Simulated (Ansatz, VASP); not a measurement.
## Ba3HfO: VASP beside Ansatz

The input INCAR:

```
ALGO     = Normal         # electronic algorithm
EDIFF    = 1E-7           # SCF threshold, eV
ENCUT    = 520            # plane-wave cutoff, eV
GGA      = PE             # functional
ISIF     = 2              # what is computed and relaxed
ISMEAR   = 0              # smearing method
LASPH    = T              # aspherical terms in the spheres
LCHARG   = T              # write CHGCAR
LELF     = T              # ELF
LREAL    = F              # projectors in reciprocal space
LVHAR    = T            
LWAVE    = F              # write WAVECAR
NBANDS   = 31             # bands
NELM     = 60             # most SCF steps
PREC     = Accurate       # precision mode
SIGMA    = 0.1            # smearing width, eV
```

File KPOINTS:

```
k-points
0
Gamma
  3 3 4
```

File POSCAR:

```
Ba3HfO
1.0
    5.8186329600      0.0000000000      0.0000000000
   -2.9093164800      5.0390839600      0.0000000000
    0.0000000000      0.0000000000      4.9366555500
Ba Hf O
3 1 1
Direct
    0.5000000000      0.0000000000      0.5000000000
    0.0000000000      0.5000000000      0.5000000000
    0.5000000000      0.5000000000      0.5000000000
    0.0000000000      0.0000000000      0.5000000000
    0.0000000000      0.0000000000      0.0000000000
```

Input for Ansatz:

```yaml
crystal:
  lattice:
    - [5.81863296, 0.0, 0.0]
    - [-2.90931648, 5.03908396, 0.0]
    - [0.0, 0.0, 4.93665555]
  atoms:
    - { symbol: Ba, position: [0.5, 0.0, 0.5] }
    - { symbol: Ba, position: [0.0, 0.5, 0.5] }
    - { symbol: Ba, position: [0.5, 0.5, 0.5] }
    - { symbol: Hf, position: [0.0, 0.0, 0.5] }
    - { symbol: O, position: [0.0, 0.0, 0.0] }
basis:
  ecutwfc: 420
kpoints:
  mp_grid: { grid: [3, 3, 4] }
hamiltonian:
  xc: pbe
scf:
  occupations: { method: gaussian, width: 0.1 }
  lower_state_search: "off"
output:
  forces: true
  stress: true
  eigenvalues: true
```

Alike in both runs: task single point; functional PBE; k mesh 3 × 3 × 4; occupations gaussian, width 0.1 eV; no spin polarisation.

|  | VASP | Ansatz |
| --- | --- | --- |
| version | VASP 6.6.1 | Ansatz 0.2.0 |
| potentials or method | VASP PAW PBE potentials, release 64 (Ba_sv, Hf_pv, O) | scalar-relativistic, plane waves, PAW |
| plane-wave cutoff (eV) | 520 | 420 |
| valence electrons in the cell | 46 | 62 |

Ansatz gave:

- gap on the k mesh at the Fermi level (eV): none
- pressure (GPa): 12.6
- largest component of the traceless stress (GPa): 28.38

**Question.** What did VASP give for the same quantities?

**Answer.** gap on the k mesh at the Fermi level (eV): none; pressure (GPa): 16.4; largest component of the traceless stress (GPa): 32.46.

A gap of «none» marks a metal or a gap that the smearing closes. With one functional, cell and mesh, what is left measures potentials, basis and numerics. The two sets of potentials don't hold the same shells in valence.

Caveats: the k mesh is coarse (spacing up to 0.42 Å⁻¹), so the values aren't converged; so large a pressure means that the cell lies far from this level's equilibrium, or that cutoff or potentials fall short (VASP). The runs have no spin-orbit coupling, so splittings on Ba, Hf are missing.
